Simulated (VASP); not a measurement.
# KCl (Fm-3m) in VASP: single point with r2SCAN

Aim: the single point of KCl with r2SCAN.

Program: VASP 6.6.1. These are calculated values, not measurements. Logs are shortened: lines on timing, memory, paths and dates and some standing lists are left out, and cuts for length are marked.

**The experiment to reproduce.**

A printed reference work, monograph reports, for a bulk crystal of KCl: band gap 8.68 eV.

How close the calculation comes is told below.

## Step 1: The cell of the first run

The structure is cubic, space group Fm-3m (No. 225). Conventional cell: a = 6.244 Å, b = 6.244 Å, c = 6.244 Å, α = 90.00°, β = 90.00°, γ = 90.00°. K (site symmetry m-3m) has 6 Cl at 3.12 Å within 4.1 Å. Within 4.1 Å of Cl (site symmetry m-3m) lie 6 K at 3.12 Å.

## Step 2: Single point, r2SCAN

POSCAR

```
KCl
1.0
    0.0000000000      3.1217966421      3.1217966421
    3.1217966421      0.0000000000      3.1217966421
    3.1217966421      3.1217966421      0.0000000000
K Cl
1 1
Direct
    0.0000000000      0.0000000000      0.0000000000
    0.5000000000      0.5000000000      0.5000000000
```

INCAR.step1

```
SYSTEM = KCl
PREC     = Accurate       ! precision mode
ENCUT    = 550            ! plane-wave cutoff, eV
ISMEAR   = 0              ! smearing method
SIGMA    = 0.02           ! smearing width, eV
LREAL    = .FALSE.        ! projectors in reciprocal space
LASPH    = .TRUE.         ! aspherical terms in the spheres
NELM     = 120            ! most SCF steps
NBANDS   = 15             ! bands
GGA      = PE             ! functional
ALGO     = Normal         ! electronic algorithm
EDIFF    = 1E-5           ! SCF threshold, eV
LWAVE    = .TRUE.         ! write WAVECAR
LCHARG   = .FALSE.        ! write CHGCAR
GGA_COMPAT= .FALSE.
```

INCAR.step2

```
SYSTEM = KCl
PREC     = Accurate       ! precision mode
ENCUT    = 550            ! plane-wave cutoff, eV
EDIFF    = 1E-6           ! SCF threshold, eV
ISMEAR   = 0              ! smearing method
SIGMA    = 0.02           ! smearing width, eV
LREAL    = .FALSE.        ! projectors in reciprocal space
LASPH    = .TRUE.         ! aspherical terms in the spheres
NELM     = 120            ! most SCF steps
ALGO     = Normal         ! electronic algorithm
ISIF     = 2              ! what is computed and relaxed
LWAVE    = .FALSE.        ! write WAVECAR
LCHARG   = .TRUE.         ! write CHGCAR
METAGGA  = R2SCAN         ! meta-GGA
LMIXTAU  = .TRUE.       
LELF     = .TRUE.         ! ELF
LVHAR    = .TRUE.       
NBANDS   = 15             ! bands
ISTART   = 1            
GGA_COMPAT= .FALSE.
```

KPOINTS

```
regular mesh
0
G
  6 6 6
  0 0 0
```

Potentials or basis: VASP PAW PBE potentials, release 64 (K_sv, Cl).

Started as:

```bash
$ cat potpaw_PBE.64/K_sv/POTCAR potpaw_PBE.64/Cl/POTCAR > POTCAR
$ cp INCAR.step1 INCAR
$ mpirun -np 1 vasp_std > vasp.out
$ cp INCAR.step2 INCAR
$ mpirun -np 1 vasp_std > vasp.out
```

OUTCAR:

```text
SYSTEM = KCl
   PREC = Accurate
   ENCUT = 550
   EDIFF = 1E-6
   ISMEAR = 0
   LREAL = .FALSE.
   LASPH = .TRUE.
   NELM = 120
   ISIF = 2
   METAGGA = R2SCAN
   ISTART = 1

 ion  position               nearest neighbor table
   1  0.000  0.000  0.000-   2 3.12   2 3.12   2 3.12   2 3.12   2 3.12   2 3.12
   2  0.500  0.500  0.500-   1 3.12   1 3.12   1 3.12   1 3.12   1 3.12   1 3.12

  LATTYP: Found a face centered cubic cell.
 ALAT       =     6.2435932842

  Lattice vectors:

 A1 = (   0.0000000000,   3.1217966421,   3.1217966421)
 A2 = (   3.1217966421,   0.0000000000,   3.1217966421)
 A3 = (   3.1217966421,   3.1217966421,   0.0000000000)

Analysis of symmetry for initial positions (statically):
=====================================================================
 Subroutine PRICEL returns:
 Original cell was already a primitive cell.

 Routine SETGRP: Setting up the symmetry group for a
 face centered cubic supercell.

 Subroutine GETGRP returns: Found 48 space group operations
 (whereof 48 operations were pure point group operations)
 out of a pool of 48 trial point group operations.

The static configuration has the point symmetry O_h .

Analysis of symmetry for dynamics (positions and initial velocities):
=====================================================================
 Subroutine PRICEL returns:
 Original cell was already a primitive cell.

 Routine SETGRP: Setting up the symmetry group for a
 face centered cubic supercell.

 Subroutine GETGRP returns: Found 48 space group operations
 (whereof 48 operations were pure point group operations)
 out of a pool of 48 trial point group operations.

The dynamic configuration has the point symmetry O_h .

 Subroutine INISYM returns: Found 48 space group operations
 (whereof 48 operations are pure point group operations),
 and found     1 'primitive' translations

----------------------------------------------------------------------------------------

                                     Primitive cell

  volume of cell :      60.8477

  direct lattice vectors                    reciprocal lattice vectors
     0.000000000  3.121796642  3.121796642    -0.160164180  0.160164180  0.160164180
     3.121796642  0.000000000  3.121796642     0.160164180 -0.160164180  0.160164180
     3.121796642  3.121796642  0.000000000     0.160164180  0.160164180 -0.160164180

  length of vectors
     4.414887150  4.414887150  4.414887150     0.277412498  0.277412498  0.277412498

  position of ions in fractional coordinates (direct lattice)
     0.000000000  0.000000000  0.000000000
     0.500000000  0.500000000  0.500000000

  ion indices of the primitive-cell ions
   primitive index   ion index
                 1           1
                 2           2

----------------------------------------------------------------------------------------

 KPOINTS: regular mesh

Automatic generation of k-mesh.
 Grid dimensions read from file:
 generate k-points for:    6    6    6

 Generating k-lattice:

  Cartesian coordinates                     Fractional coordinates (reciprocal lattice)
    -0.026694030  0.026694030  0.026694030     0.166666667  0.000000000  0.000000000
     0.026694030 -0.026694030  0.026694030     0.000000000  0.166666667  0.000000000
     0.026694030  0.026694030 -0.026694030     0.000000000  0.000000000  0.166666667

  Length of vectors
     0.046235416  0.046235416  0.046235416

  Shift w.r.t. Gamma in fractional coordinates (k-lattice)
     0.000000000  0.000000000  0.000000000

 Subroutine IBZKPT returns following result:
 ===========================================

 Found     16 irreducible k-points:

 Following reciprocal coordinates:
            Coordinates               Weight
  0.000000  0.000000  0.000000      1.000000
  0.166667  0.000000  0.000000      8.000000
  0.333333  0.000000  0.000000      8.000000
  0.500000  0.000000  0.000000      4.000000
  0.166667  0.166667  0.000000      6.000000
  0.333333  0.166667  0.000000     24.000000
[... 8 lines left out ...]
 -0.333333  0.333333  0.166667     24.000000
 -0.333333  0.500000  0.166667     12.000000
   k-points           NKPTS =     16   k-points in BZ     NKDIM =     16   number of bands    NBANDS=     15
   number of dos      NEDOS =    301   number of ions     NIONS =      2
   total plane-waves  NPLWV =  46656
   dimension x,y,z NGX =    36 NGY =   36 NGZ =   36
   dimension x,y,z NGXF=    72 NGYF=   72 NGZF=   72
   ions per type =               1   1
   NGX,Y,Z   is equivalent  to a cutoff of  13.56, 13.56, 13.56 a.u.
   NGXF,Y,Z  is equivalent  to a cutoff of  27.11, 27.11, 27.11 a.u.
 SYSTEM =  KCl
   PREC   = accura    normal or accurate (medium, high low for compatibility)
   ISTART =      1    job   : 0-new  1-cont  2-samecut
   ICHARG =      0    charge: 1-file 2-atom 10-const
   ISPIN  =      1    spin polarized calculation?
   LNONCOLLINEAR =      F non collinear calculations
   LSORBIT =      F    spin-orbit coupling
   LASPH  =      T    aspherical Exc in radial PAW
   ENCUT  =  550.0 eV  40.42 Ry    6.36 a.u.   8.44  8.44  8.44*2*pi/ulx,y,z
   NELM   =    120;   NELMIN=  2; NELMDL=  0     # of ELM steps
   EDIFF  = 0.1E-05   stopping-criterion for ELM
   LREAL  =      F    real-space projection
   EDIFFG = 0.1E-04   stopping-criterion for IOM
   NSW    =      0    number of steps for IOM
   IBRION =     -1    ionic relax: 0-MD 1-quasi-New 2-CG
   NFREE  =      0    steps in history (QN), initial steepest desc. (CG)
   ISIF   =      2    stress and relaxation
   ISYM   =      2    0-nonsym 1-usesym 2-fastsym
   POTIM  = 0.5000    time-step for ionic-motion
   TEBEG  =    0.0;   TEEND  =   0.0 temperature during run
   PSTRESS=    0.0 pullay stress
   NELECT =      16.0000    total number of electrons
   NUPDOWN=      -1.0000    fix difference up-down
   EMIN   =  10.00;   EMAX   =-10.00  energy-range for DOS
   EFERMI =   0.00;   METHOD = LEGACY
   ISMEAR =     0;   SIGMA  =   0.02  broadening in eV -4-tet -1-fermi 0-gaus
   EFERMI_NEDOS =   21; number of points for ismear=-14 and -15
   IALGO  =     38    algorithm
   IMIX   =      4    mixing-type and parameters
     AMIX     =   0.40;   BMIX     =  1.00
     AMIX_MAG =   1.60;   BMIX_MAG =  1.00
  volume/ion in A,a.u.               =      30.42       205.31
  Fermi-wavevector in a.u.,A,eV,Ry     =   1.048818  1.981979 14.966676  1.100020
  Thomas-Fermi vector in A             =   2.183755
   LORBIT       =      0    0 simple, 1 ext, 2 COOP (PROOUT), +10 PAW based schemes
   METAGGA = R2SCAN    functional components
   LHFCALC =     F    Hartree Fock is set to
   AEXX    =    0.0000 exact exchange contribution
   IVDW    =     0    specifies the selected vdW correction
   LEPSILON=     F    determine dielectric tensor
   LRPA    =     F    only Hartree local field effects (RPA)
 non-spin polarized calculation
 Gauss-broadening in eV      SIGMA  =   0.02
  energy-cutoff  :      550.00
  volume of cell :       60.85
 maximum number of plane-waves:      1807
 NGX is ok and might be reduce to    36
   NGX = 17   NGY = 17   NGZ = 17

 number of electron      16.0000002 magnetization

 Free energy of the ion-electron system (eV)
  ---------------------------------------------------
  ext. energy  EPLUGINS =         0.00000000
  ---------------------------------------------------
  free energy    TOTEN  =       -16.50463476 eV

  energy without entropy =      -16.50463476  energy(sigma->0) =      -16.50463476

 E-fermi :  -2.0364     XC(G=0):  -8.0600

 val. band max:       -2.1695232682   @ k =   0.0000   0.0000   0.0000
 cond. band min:       3.7448337301   @ k =   0.0000   0.0000   0.0000
 fundamental gap:      5.9143569984
 Fermi energy:        -2.0364299227

 k-point     1 :       0.0000    0.0000    0.0000
  band No.  band energies     occupation
      1     -30.3803      2.00000
      2     -14.8669      2.00000
      3     -13.0726      2.00000
      4     -13.0726      2.00000
      5     -13.0726      2.00000
      6      -2.1695      2.00000
      7      -2.1695      2.00000
      8      -2.1695      2.00000
      9       3.7448      0.00000
     10       6.8730      0.00000
     11       6.8730      0.00000
     12       6.8730      0.00000
     13       7.9297      0.00000
     14       7.9297      0.00000
     15      11.2894      0.00000

 k-point     2 :       0.1667    0.0000    0.0000
  band No.  band energies     occupation
      1     -30.3774      2.00000
      2     -14.9135      2.00000
      3     -13.0748      2.00000
      4     -13.0748      2.00000
      5     -13.0103      2.00000
      6      -2.4885      2.00000
      7      -2.2591      2.00000
      8      -2.2591      2.00000
      9       4.3926      0.00000
     10       6.6590      0.00000
     11       7.2407      0.00000
     12       7.2407      0.00000
     13       8.3296      0.00000
     14       8.3296      0.00000
     15      12.3408      0.00000

 k-point     3 :       0.3333    0.0000    0.0000
  band No.  band energies     occupation
      1     -30.3715      2.00000
      2     -14.9988      2.00000
      3     -13.0791      2.00000
      4     -13.0791      2.00000
      5     -12.8926      2.00000
      6      -3.0235      2.00000
      7      -2.4289      2.00000
      8      -2.4289      2.00000
      9       5.5871      0.00000
     10       6.7546      0.00000
     11       8.2447      0.00000
     12       8.2447      0.00000
     13       9.3395      0.00000
     14       9.3395      0.00000
     15      11.7373      0.00000
[... 199 lines left out ...]
 k-point    15 :      -0.3333    0.3333    0.1667
  band No.  band energies     occupation
      1     -30.3659      2.00000
      2     -14.9021      2.00000
      3     -13.1546      2.00000
      4     -13.1355      2.00000
      5     -12.9629      2.00000
      6      -2.9052      2.00000
      7      -2.6257      2.00000
      8      -2.5387      2.00000
      9       6.3853      0.00000
     10       6.6389      0.00000
     11       8.6069      0.00000
     12       8.7931      0.00000
     13       9.9240      0.00000
     14      10.6742      0.00000
     15      10.7258      0.00000

 k-point    16 :      -0.3333    0.5000    0.1667
  band No.  band energies     occupation
      1     -30.3651      2.00000
      2     -14.8289      2.00000
      3     -13.2019      2.00000
      4     -13.1555      2.00000
      5     -13.0216      2.00000
      6      -2.7645      2.00000
      7      -2.6063      2.00000
      8      -2.5416      2.00000
      9       5.6143      0.00000
     10       7.4166      0.00000
     11       7.9158      0.00000
     12       9.0063      0.00000
     13       9.7590      0.00000
     14      10.4506      0.00000
     15      11.0865      0.00000

------------------------ aborting loop because EDIFF is reached ----------------------------------------

  FORCE on cell =-STRESS in cart. coord.  units (eV):
  Direction    XX          YY          ZZ          XY          YZ          ZX
  --------------------------------------------------------------------------------------
  -------------------------------------------------------------------------------------
  Total        0.1863749      0.1863749      0.1863749      0.0000000      0.0000000     -0.0000000
  in kB        4.9074309      4.9074309      4.9074309      0.0000000      0.0000000     -0.0000000
  external PRESSURE =       4.9074309 kB  Pullay stress =       0.0000000 kB

 VOLUME and BASIS-vectors are now :
 -----------------------------------------------------------------------------
  energy-cutoff  :      550.00
  volume of cell :       60.85
      direct lattice vectors                 reciprocal lattice vectors
     0.000000000  3.121796642  3.121796642    -0.160164180  0.160164180  0.160164180
     3.121796642  0.000000000  3.121796642     0.160164180 -0.160164180  0.160164180
     3.121796642  3.121796642  0.000000000     0.160164180  0.160164180 -0.160164180

 POSITION                                       TOTAL-FORCE (eV/Angst)
 -----------------------------------------------------------------------------------
      0.00000      0.00000      0.00000         0.000000     -0.000000      0.000000
      3.12180      3.12180      3.12180        -0.000000      0.000000     -0.000000
 -----------------------------------------------------------------------------------
    total drift:                                0.000000      0.000000      0.000000

  FREE ENERGIE OF THE ION-ELECTRON SYSTEM (eV)
  ---------------------------------------------------
  free  energy   TOTEN  =       -16.5046347565 eV

  energy  without entropy=      -16.5046347565  energy(sigma->0) =      -16.50463476
```

It took 76 s on 1 thread of AMD EPYC 7R43 (Zen 3), shared host; peak memory 0.18 GiB.

What came out:

```
Free energy            : -16.5046 eV
Pressure               : 0.5 GPa
Band gap on the k mesh : 5.91 eV
```

Levels at points of the mesh, in eV from the valence-band top:
```tsv
k point	band 6	band 7	band 8	band 9	band 10	band 11
(0.00, 0.00, 0.00)	0.00	0.00	0.00	5.91	9.04	9.04
(0.50, 0.00, 0.00)	-1.09	-0.34	-0.34	8.20	9.34	11.40
(0.50, 0.50, 0.00)	-0.68	-0.23	-0.23	7.01	9.33	10.84
```

Caveat: the PAW data sets were made with another functional, which shifts forces and pressure a little.

## Step 3: Comparison with measurements

Step 2. Against the measured gap of KCl, 8.68 eV (a printed reference work, monograph), the calculated 5.91 eV is off by -2.77 eV. The value is that of r2SCAN, without temperature or zero-point motion.
